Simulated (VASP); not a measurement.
# SiC (strained 4H polytype): a PBE single-point calculation in VASP

INCAR

```
EDIFF = 1E-7
LWAVE = .FALSE.
LREAL = .FALSE.
NBANDS = 26
NSW = 0
SIGMA = 0.02
LASPH = .TRUE.
LELF = .TRUE.
IBRION = -1
LCHARG = .TRUE.
GGA = PE
ISMEAR = -1
ENCUT = 520
ISIF = 2
NELM = 120
PREC = Accurate
```

KPOINTS

```
KPOINTS created by Atomic Simulation Environment
0
Gamma
12 12 4
0 0 0
```

KPOINTS_OPT

```
special points
7
Reciprocal
0.0000000000 0.0000000000 0.0000000000 1
0.5000000000 0.0000000000 0.0000000000 1
0.3333333333 0.3333333333 0.0000000000 1
0.0000000000 0.0000000000 0.5000000000 1
0.5000000000 0.0000000000 0.5000000000 1
0.3333333333 0.3333333333 0.5000000000 1
0.0000000000 0.5000000000 0.0000000000 1
```

POSCAR

```
Si C
 1.0000000000000000
     3.0775550330446544    0.0000000000000000    0.0000000000000000
    -1.5387775165223272    2.6652408401613283    0.0000000000000000
     0.0000000000000000    0.0000000000000000   10.1774900139000000
 Si  C
   4   4
Cartesian
  0.0000000000000000  0.0000000000000000  0.0009561290248079
 -0.0000000000000002  1.7768272267742191  2.5453136013461068
 -0.0000000000000000 -0.0000000000000000  5.0897011359748072
  1.5387775165223274  0.8884136133871096  7.6340586082961064
  0.0000000000000000  0.0000000000000000  1.9040698382168202
 -0.0000000000000002  1.7768272267742191  4.4549641935747646
 -0.0000000000000000 -0.0000000000000000  6.9928148451668211
  1.5387775165223274  0.8884136133871096  9.5437092005247663
```

VASP ran with the recommended PBE PAW datasets (32 valence electrons in the cell).

Command

```
mpirun -np 1 vasp_std
```

OSZICAR

```
N       E                     dE             d eps       ncg     rms          rms(c)
DAV:   1     0.745215613383E+02    0.74522E+02   -0.14360E+04  2964   0.109E+03
DAV:   2    -0.603643876693E+02   -0.13489E+03   -0.12518E+03  3912   0.196E+02
DAV:   3    -0.674720649849E+02   -0.71077E+01   -0.70568E+01  4022   0.413E+01
DAV:   4    -0.675616331748E+02   -0.89568E-01   -0.89455E-01  3808   0.545E+00
DAV:   5    -0.675632067672E+02   -0.15736E-02   -0.15728E-02  3998   0.679E-01    0.174E+01
DAV:   6    -0.604218108609E+02    0.71414E+01   -0.19234E+01  3778   0.192E+01    0.785E+00
DAV:   7    -0.602714417969E+02    0.15037E+00   -0.20781E+00  4100   0.645E+00    0.338E+00
DAV:   8    -0.602406087356E+02    0.30833E-01   -0.11127E-01  3654   0.159E+00    0.103E+00
DAV:   9    -0.602376948977E+02    0.29138E-02   -0.17214E-02  3718   0.707E-01    0.162E-01
DAV:  10    -0.602381956059E+02   -0.50071E-03   -0.14916E-03  3872   0.189E-01    0.788E-02
DAV:  11    -0.602382809324E+02   -0.85326E-04   -0.20433E-04  3510   0.871E-02    0.167E-02
DAV:  12    -0.602382826489E+02   -0.17165E-05   -0.85430E-06  3856   0.158E-02    0.624E-03
DAV:  13    -0.602382836912E+02   -0.10423E-05   -0.80379E-07  3728   0.471E-03    0.258E-03
DAV:  14    -0.602382838366E+02   -0.14539E-06   -0.26693E-08  2316   0.949E-04    0.128E-03
DAV:  15    -0.602382838507E+02   -0.14106E-07   -0.16898E-08  1976   0.772E-04
   1 F= -.60238284E+02 E0= -.60238284E+02  d E =-.199829E-11
       N       E                     dE             ncg
DAV:   1     0.342735476068E+04   -0.52350E+04      364
DAV:   2     0.259661880777E+04   -0.83074E+03      478
DAV:   3     0.255348447314E+04   -0.43134E+02      486
DAV:   4     0.255287739788E+04   -0.60708E+00      472
DAV:   5     0.255286861204E+04   -0.87858E-02      472
DAV:   6     0.255286835208E+04   -0.25995E-03      462
DAV:   7     0.255286834793E+04   -0.41519E-05      488
DAV:   8     0.255286834783E+04   -0.10093E-06      372
DAV:   9     0.255286834783E+04   -0.38658E-08      368
```

From OUTCAR

```
k-points           NKPTS =     57   k-points in BZ     NKDIM =     57   number of bands    NBANDS=     26

   NELECT =      32.0000    total number of electrons

   dimension x,y,z NGX =    24 NGY =   24 NGZ =   80
   dimension x,y,z NGXF=    48 NGYF=   48 NGZF=  160

  energy-cutoff  :      520.00
  volume of cell :       83.48
      direct lattice vectors                 reciprocal lattice vectors
     3.077555033  0.000000000  0.000000000     0.324933263  0.187600307  0.000000000
    -1.538777517  2.665240840  0.000000000     0.000000000  0.375200614  0.000000000
     0.000000000  0.000000000 10.177490014     0.000000000  0.000000000  0.098256053

 k-points in reciprocal lattice and weights: KPOINTS created by Atomic Simulation Env
   0.00000000  0.00000000  0.00000000       0.002
   0.08333333  0.00000000  0.00000000       0.010
   0.16666667  0.00000000  0.00000000       0.010
   0.25000000  0.00000000  0.00000000       0.010
   0.33333333  0.00000000  0.00000000       0.010
   0.41666667 -0.00000000  0.00000000       0.010
   0.50000000  0.00000000  0.00000000       0.005
   0.08333333  0.08333333  0.00000000       0.010
   ...

 E-fermi :   8.5359

 k-point     1 :       0.0000    0.0000    0.0000
  band No.  band energies     occupation
      1      -7.3347      2.00000
      2      -6.1842      2.00000
      3      -6.1501      2.00000
      4      -3.8746      2.00000
      5      -0.5131      2.00000
      6       3.6274      2.00000
      7       3.6673      2.00000
      8       6.9625      2.00000
      9       6.9625      2.00000
     10       7.4093      2.00000
     11       7.4093      2.00000
     12       7.5433      2.00000
     13       7.5433      2.00000
     14       7.9629      2.00000
     15       8.1058      2.00000
     16       8.1058      2.00000
     17      13.2419      0.00000
     18      13.8060      0.00000
     19      14.1565      0.00000
     20      14.4206      0.00000
     21      15.0742      0.00000
     22      15.0742      0.00000
     23      15.1223      0.00000
     24      15.1223      0.00000
     25      15.3731      0.00000
     26      16.1469      0.00000

 k-point     2 :       0.0833    0.0000    0.0000
  band No.  band energies     occupation
      1      -7.2140      2.00000
      2      -6.0673      2.00000
      3      -6.0327      2.00000
      4      -3.7718      2.00000
      5      -0.4024      2.00000
      6       3.6700      2.00000
      7       3.7119      2.00000
      8       6.2824      2.00000
      9       6.7332      2.00000
     10       6.8605      2.00000
     11       6.9990      2.00000
     12       7.2717      2.00000
     13       7.3706      2.00000
     14       7.6462      2.00000
     15       7.8884      2.00000
     16       8.0508      2.00000
     17      13.5743      0.00000
     18      14.0991      0.00000
     19      14.2673      0.00000
     20      14.4077      0.00000
     21      14.9718      0.00000
     22      15.0210      0.00000
     23      15.2345      0.00000
     24      15.4001      0.00000
     25      15.5489      0.00000
     26      16.0007      0.00000

 k-point     3 :       0.1667    0.0000    0.0000
  band No.  band energies     occupation
      1      -6.8549      2.00000
      2      -5.7210      2.00000
      3      -5.6848      2.00000
      4      -3.4723      2.00000
      5      -0.0802      2.00000
      6       3.6792      2.00000
      7       3.7381      2.00000
      8       4.8503      2.00000
      9       5.6744      2.00000
     10       5.8162      2.00000
     11       6.2358      2.00000
     12       6.5572      2.00000
     13       6.9071      2.00000
     14       6.9641      2.00000
     15       7.6532      2.00000
     16       7.8473      2.00000
     17      12.8993      0.00000
     18      13.5428      0.00000
     19      13.8262      0.00000
     20      14.6958      0.00000
     21      15.1239      0.00000
     22      15.4934      0.00000
     23      15.6683      0.00000
     24      15.7566      0.00000
     25      16.1210      0.00000
     26      16.2190      0.00000

 k-point     4 :       0.2500    0.0000    0.0000
  band No.  band energies     occupation
      1      -6.2680      2.00000
      2      -5.1607      2.00000
      3      -5.1208      2.00000
      4      -3.0126      2.00000
      5       0.4039      2.00000
      6       2.8468      2.00000
      7       3.1810      2.00000
      8       3.5308      2.00000
      9       4.7773      2.00000
     10       4.9819      2.00000
     11       5.4563      2.00000
     12       5.7084      2.00000
     13       6.4663      2.00000
     14       6.5034      2.00000
     15       7.2245      2.00000
     16       7.5399      2.00000
     17      11.9062      0.00000
     18      12.3735      0.00000
     19      13.1526      0.00000
     20      14.1509      0.00000
     21      14.7043      0.00000
     22      15.4865      0.00000
     23      15.7485      0.00000
     24      15.7874      0.00000
     25      16.5562      0.00000
     26      17.1327      0.00000

 k-point     5 :       0.3333    0.0000    0.0000
  band No.  band energies     occupation
      1      -5.4794      2.00000
      2      -4.4281      2.00000
      3      -4.3794      2.00000
      4      -2.5086      2.00000
      5       0.7364      2.00000
      6       1.4852      2.00000
      7       1.9067      2.00000
      8       2.4530      2.00000
      9       3.5751      2.00000
     10       4.9344      2.00000
     11       5.2760      2.00000
     12       5.3972      2.00000
     13       6.0819      2.00000
     14       6.1118      2.00000
     15       6.6931      2.00000
     16       7.2402      2.00000
     17      11.1132      0.00000
     18      11.3156      0.00000
     19      12.6263      0.00000
     20      13.5293      0.00000
     21      13.8526      0.00000
     22      14.9389      0.00000
     23      15.5661      0.00000
     24      15.7878      0.00000
     25      16.6124      0.00000
     26      16.9701      0.00000

 k-point     6 :       0.4167   -0.0000    0.0000
  band No.  band energies     occupation
      1      -4.5630      2.00000
      2      -3.6660      2.00000
      3      -3.5831      2.00000
      4      -2.3044      2.00000
      5       0.0924      2.00000
      6       0.4439      2.00000
      7       0.9526      2.00000
      8       2.2859      2.00000
      9       2.6316      2.00000
     10       4.5702      2.00000
     11       4.9988      2.00000
     12       5.6786      2.00000
     13       5.8283      2.00000
     14       5.8559      2.00000
     15       6.4489      2.00000
     16       7.0318      2.00000
     17      10.5256      0.00000
     18      10.6582      0.00000
     19      12.3468      0.00000
     20      13.0822      0.00000
     21      13.3011      0.00000
     22      14.1411      0.00000
     23      15.3389      0.00000
     24      15.6917      0.00000
     25      16.6961      0.00000
     26      17.2496      0.00000

 k-point     7 :       0.5000    0.0000    0.0000
  band No.  band energies     occupation
      1      -3.9188      2.00000
      2      -3.3917      2.00000
      3      -3.1541      2.00000
      4      -2.4316      2.00000
      5      -0.4075      2.00000
      6      -0.1205      2.00000
      7       1.0424      2.00000
      8       1.4494      2.00000
      9       3.2045      2.00000
     10       4.0048      2.00000
     11       4.9038      2.00000
     12       5.7404      2.00000
     13       5.7675      2.00000
     14       5.8154      2.00000
     15       6.4666      2.00000
     16       6.9581      2.00000
     17      10.2683      0.00000
     18      10.4653      0.00000
     19      12.3182      0.00000
     20      12.7208      0.00000
     21      13.3251      0.00000
     22      13.7520      0.00000
     23      15.2522      0.00000
     24      15.5911      0.00000
     25      16.6763      0.00000
     26      18.0147      0.00000

 k-point     8 :       0.0833    0.0833    0.0000
  band No.  band energies     occupation
      1      -6.9740      2.00000
      2      -5.8357      2.00000
      3      -5.8000      2.00000
      4      -3.5704      2.00000
      5      -0.1856      2.00000
      6       3.7088      2.00000
      7       3.7559      2.00000
      8       5.3679      2.00000
      9       5.9099      2.00000
     10       6.1989      2.00000
     11       6.4942      2.00000
     12       6.6044      2.00000
     13       6.8798      2.00000
     14       7.3352      2.00000
     15       7.7574      2.00000
     16       7.7706      2.00000
     17      13.7172      0.00000
     18      13.8825      0.00000
     19      14.2370      0.00000
     20      14.4086      0.00000
     21      14.8460      0.00000
     22      15.1098      0.00000
     23      15.1189      0.00000
     24      15.7920      0.00000
     25      16.0875      0.00000
     26      16.2925      0.00000

 ...

  Total        1.5376074      1.5376074     -1.0888165      0.0000000      0.0000000      0.0000000
  in kB       29.5102621     29.5102621    -20.8969211      0.0000000      0.0000000      0.0000000
  external PRESSURE =      12.7078677 kB  Pullay stress =       0.0000000 kB

 POSITION                                       TOTAL-FORCE (eV/Angst)
 -----------------------------------------------------------------------------------
      0.00000      0.00000      0.00096         0.000000     -0.000000      0.008124
      0.00000      1.77683      2.54531         0.000000      0.000000      0.014761
      0.00000      0.00000      5.08970        -0.000000      0.000000      0.008124
      1.53878      0.88841      7.63406        -0.000000      0.000000      0.014761
      0.00000      0.00000      1.90407        -0.000000      0.000000     -0.006163
      0.00000      1.77683      4.45496        -0.000000      0.000000     -0.016722
      0.00000      0.00000      6.99281         0.000000     -0.000000     -0.006163
      1.53878      0.88841      9.54371         0.000000      0.000000     -0.016722
 -----------------------------------------------------------------------------------
    total drift:                               -0.000000     -0.000000      0.000040

  FREE ENERGIE OF THE ION-ELECTRON SYSTEM (eV)
  ---------------------------------------------------
  free  energy   TOTEN  =       -60.2382838507 eV

  energy  without entropy=      -60.2382838507  energy(sigma->0) =      -60.23828385
```

```json
{"gap between bands v and c": "2.16 eV", "least direct gap": "3.31 eV", "pressure": "1.3 GPa", "largest force": "0.02 eV/Å"}
```

Band v is the last that the valence electrons fill when counted band by band, and c is the next.

The run took about 2 min on one core of a shared host (Intel Xeon Platinum 8488C) and held 0.3 GiB at most.
